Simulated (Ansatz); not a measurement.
# A series in volume scale on ZrC

Periodic Kohn-Sham DFT of a crystal at fixed atoms, scaled to volume_scale times the given cell; pressure positive in compression, energy less spherical unpolarised free atoms, largest_vzz the field gradient of largest size among the nuclei. The results are calculated, by Ansatz 0.2.0.

The cell before it is scaled or strained (space group F-43m, No. 216):
```
CELL_PARAMETERS angstrom
0.00000 2.54520 2.54520
2.54520 0.00000 2.54520
2.54520 2.54520 0.00000
ATOMIC_POSITIONS crystal
Zr 0.00000 0.00000 0.00000
C 0.25000 0.25000 0.25000
```

Settings of every row: method all-electron LAPW; functional PBE; relativity scalar; k mesh 11x11x11; filling fermi-dirac; smearing width 0.03 eV; basis error target 1 meV/atom; nucleus gaussian.

Atom start moment: 0 on all atoms.

Limits: the cell comes from a prototype or a list of computed structures and needn't be the stable phase.

| row | volume scale | V (Å³/atom) | energy less free atoms (eV/atom) | pressure (GPa) |
| --- | --- | --- | --- | --- |
| 1 | 0.9405 | 15.507 | -8.4772 | 10.037 |
| 2 | 0.97 | 15.993 | ? | ? |
| 3 | 1 | 16.488 | -8.5066 | 0.023 |
| 4 | 1.03 | 16.983 | -8.5002 | -4.065 |
| 5 | 1.06 | 17.477 | -8.482 | -7.617 |

Question: what energy less free atoms and pressure should row 2 give?

Worked fit of energy less free atoms. Take u = (V_r/V)^(2/3) − 1 with V_r = 16.736 Å³ an atom, which is twice the finite (Eulerian) strain; such expansions in the strain, on which the Birch-Murnaghan equation of state is built, carry the rest volume and the bulk modulus. The shown rows have u = 0.05216, 0.01, -0.00972, -0.02847. Least squares give energy less free atoms = −8.50496 − 0.3333 × u + 16.596 × u² eV/atom; a straight line predicts inner rows, each left out in turn, worse (root mean square 0.016 against 9.7e-05 eV/atom). All shown rows lie on it to the printed digit. Its lowest point lies at u = 0.0100, or V = 16.49 Å³ an atom, and the curvature there gives the bulk modulus at fixed shape and fractions, B = (4/9)(1 + u)² E″(u)/V = 146 GPa. The withheld row has u = 0.03074, so the fit gives −8.50496 − 0.3333 × (0.03074) + 16.596 × (0.03074)² = -8.4995 eV/atom.

The calculation gave -8.4994 eV/atom. The fit lies 0.0001 eV/atom (0.34 % of the column's range) below it, one unit of the last digit.

Worked fit of pressure. Take u = (V_r/V)^(2/3) − 1 with V_r = 16.736 Å³ an atom, which is twice the finite (Eulerian) strain; such expansions in the strain, on which the Birch-Murnaghan equation of state is built, carry the rest volume and the bulk modulus. The shown rows have u = 0.05216, 0.01, -0.00972, -0.02847. Least squares give pressure = −2.0974 + 207.521 × u + 481.38 × u² GPa; a straight line predicts inner rows, each left out in turn, worse (root mean square 0.48 against 0.0083 GPa). The rows lie off it by 0.000, -0.003, 0.004, -0.002. The pressure vanishes at u = 0.0099, or V = 16.49 Å³ an atom, and there the bulk modulus at fixed shape and fractions is B = −V dP/dV = (2/3)(1 + u) dP/du = 146 GPa. The withheld row has u = 0.03074, so the fit gives −2.0974 + 207.521 × (0.03074) + 481.38 × (0.03074)² = 4.737 GPa.

The calculation gave 4.725 GPa. The fit lies 0.012 GPa (0.068 % of the column's range) above it; its largest miss of a shown row is 0.004 GPa.
